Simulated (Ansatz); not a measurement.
# MgS: the band gap up the ladder of functionals

An exercise on one series of results from a longer session: the logs are not shown, and one member is left open.

Program: Ansatz 0.2.0. PAW datasets, plane waves. No spin polarisation. The prototype was imposed, so other structures may be more stable.

### Starting point

The cell was relaxed beforehand with r2SCAN.

It is hexagonal, P6_3/mmc (No. 194); conventional cell a = 3.645 Å, c = 6.147 Å, 17.69 Å³ an atom. Near Mg stand 6 S at 2.61 Å; near S stand 6 Mg at 2.61 Å.

Structure file:

Space group P6_3/mmc (No. 194). a = 3.645 Å, b = 3.645 Å, c = 6.147 Å, α = 90.00°, β = 90.00°, γ = 120.00°
```tsv
atom	site	symmetry	x	y	z
Mg	2a	-3m.	0.0000	0.0000	0.0000
S	2c	-6m2	0.3333	0.6667	0.2500
```

Set-up of the first run:

The input, input.yaml:

```yaml
crystal:
  lattice:
    - [3.6454348062, 0.0, 0.0]
    - [-1.8227174031, 3.15703915, 0.0]
    - [0.0, 0.0, 6.147356091]
  atoms:
    - { symbol: Mg, position: [0.0, 0.0, 0.0] }
    - { symbol: Mg, position: [0.0, 0.0, 0.5] }
    - { symbol: S, position: [0.3333333333, 0.6666666667, 0.25] }
    - { symbol: S, position: [0.6666666667, 0.3333333333, 0.75] }
kpoints:
  mp_grid: { grid: [12, 12, 4] }
  band_path:
    path:
      - [[0.0, 0.0, 0.0], [0.5, 2.035683728963e-17, -3.306594069325e-19], [0.3333333333333, 0.3333333333333, -2.204396046197e-19], [0.0, 0.0, 0.0], [3.442755654693e-36, 1.910207862851e-36, 0.5], [0.5, 2.038591428395e-17, 0.5], [0.3333333333333, 0.3333333333333, 0.5], [3.442755654693e-36, 1.910207862851e-36, 0.5]]
      - [[0.5, 2.038591428395e-17, 0.5], [0.5, 2.035683728963e-17, -3.306594069325e-19]]
      - [[0.3333333333333, 0.3333333333333, 0.5], [0.3333333333333, 0.3333333333333, -2.204396046197e-19]]
    npoints: 10
hamiltonian:
  xc: pbe
scf:
  occupations: { method: fermi_dirac, width: 0.02 }
  n_extra_bands: 5
output:
  forces: true
  stress: true
  eigenvalues: true
```

Launch:

```sh
> ansatz run input.yaml --threads 2 --pin off --max-ram 2211MiB --backend cpu --events-out ev --progress --plain --runs-dir out
```

Among the steps run: PBE band path; r2SCAN at the same geometry; HSE06 at the same geometry; Single point with PBE0; LDA; One-shot GW from PBE; DDH-PBE0; Single point with Hartree-Fock; Single point with r2SCAN0.

One of the session's tables, all rows but one given; the rest of the session is left out.

```
                     level  gap (eV)
                       PBE      3.42
                    r2SCAN      4.07
                     HSE06      4.46
                      PBE0      5.19
                       LDA      3.19
G0W0@PBE (211 empty bands)      4.78
G0W0@PBE (524 empty bands)         ?
                  DDH-PBE0      4.71
              Hartree-Fock     11.07
                   r2SCAN0      5.61
```

Q: Estimate the row for G0W0@PBE (524 empty bands) from the others.

The run gave: gap (eV): 4.92. In the column «gap (eV)» it lies between G0W0@PBE (211 empty bands) (4.78) and PBE0 (5.19).

Meshes: PBE 12×12×4, r2SCAN 12×12×4, HSE06 6×6×4, PBE0 6×6×4, LDA 12×12×4, DDH-PBE0 6×6×4, Hartree-Fock 6×6×4, r2SCAN0 6×6×4

In words: LDA gives the least gap, 3.19 eV, and Hartree-Fock the largest, 11.07 eV. PBE reaches 69 % of the G0W0@PBE value, and r2SCAN 83 %. PBE0 lies 0.73 eV above HSE06, which differs from it by screening the long-range exchange. Hartree-Fock lies above G0W0@PBE by 6.1 eV. G0W0 values are finite-basis, finite-mesh values.

Limits of these values: Warnings in the runs' records: stress scf threshold loose, stress exchange threshold loose.
